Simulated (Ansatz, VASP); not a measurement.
## One calculation of TiTe2, two programs

Contents of INCAR:

```
PREC = Accurate ; ENCUT = 520
EDIFF = 1E-6 ; ISMEAR = -1
SIGMA = 0.05 ; LREAL = F
LASPH = T ; NELM = 100
ALGO = Normal ; ISIF = 2
LWAVE = F ; LCHARG = F
GGA = PE ; NBANDS = 19
```

The input KPOINTS:

```
Automatic mesh
0
Gamma
  8 8 4
```

The input POSCAR:

```
TiTe2
1.0
    3.7516502429      0.0000000000      0.0000000000
   -1.8758251215      3.2490244165      0.0000000000
    0.0000000000      0.0000000000      6.4543879477
Te Ti
2 1
Direct
    0.3333333333      0.6666666667      0.7372000000
    0.6666666667      0.3333333333      0.2628000000
    0.0000000000      0.0000000000      0.0000000000
```

Contents of input.yaml:

```yaml
crystal:
  lattice:
    - [3.7516502429, 0.0, 0.0]
    - [-1.8758251215, 3.2490244165, 0.0]
    - [0.0, 0.0, 6.4543879477]
  atoms:
    - { symbol: Te, position: [0.3333333333, 0.6666666667, 0.7372] }
    - { symbol: Te, position: [0.6666666667, 0.3333333333, 0.2628] }
    - { symbol: Ti, position: [0.0, 0.0, 0.0] }
hamiltonian:
  xc: pbe
  pseudopotentials: { kind: paw }
kpoints:
  mp_grid: { grid: [8, 8, 4] }
scf:
  occupations: { method: fermi_dirac, width: 0.05 }
output:
  forces: true
  stress: true
  eigenvalues: true
```

Alike in both runs: task single point; functional PBE; k mesh 8 × 8 × 4; occupations fermi-dirac, width 0.05 eV; no spin polarisation.

|  | VASP | Ansatz |
| --- | --- | --- |
| version | VASP 6.6.1 | Ansatz 0.2.0 |
| potentials or method | VASP PAW PBE potentials, release 64 (Te, Ti_sv) | Ansatz PAW |
| plane-wave cutoff (eV) | 520 | 420 |
| valence electrons in the cell | 24 | 44 |

VASP gave:

| Item | Value |
| --- | --- |
| gap on the k mesh at the Fermi level (eV) | none |
| pressure (GPa) | 2.3 |
| largest component of the traceless stress (GPa) | 0.48 |
| rms of the force components (eV/Å) | 0.093 |

**Question.** Which values does Ansatz return?

**Answer.** gap on the k mesh at the Fermi level (eV): none; pressure (GPa): 2.3; largest component of the traceless stress (GPa): 0.48; rms of the force components (eV/Å): 0.089.

Atom by atom the forces differ by 0.005 eV/Å (rms over components). A gap of «none» marks a metal or a gap that the smearing closes. With one functional, cell and mesh, what is left measures potentials, basis and numerics. The two sets of potentials don't hold the same shells in valence.

Caveats: this functional lacks dispersion, which binds the layers, so the pressure and a relaxed spacing across them are unreliable. The runs have no spin-orbit coupling, so splittings on Te are missing.
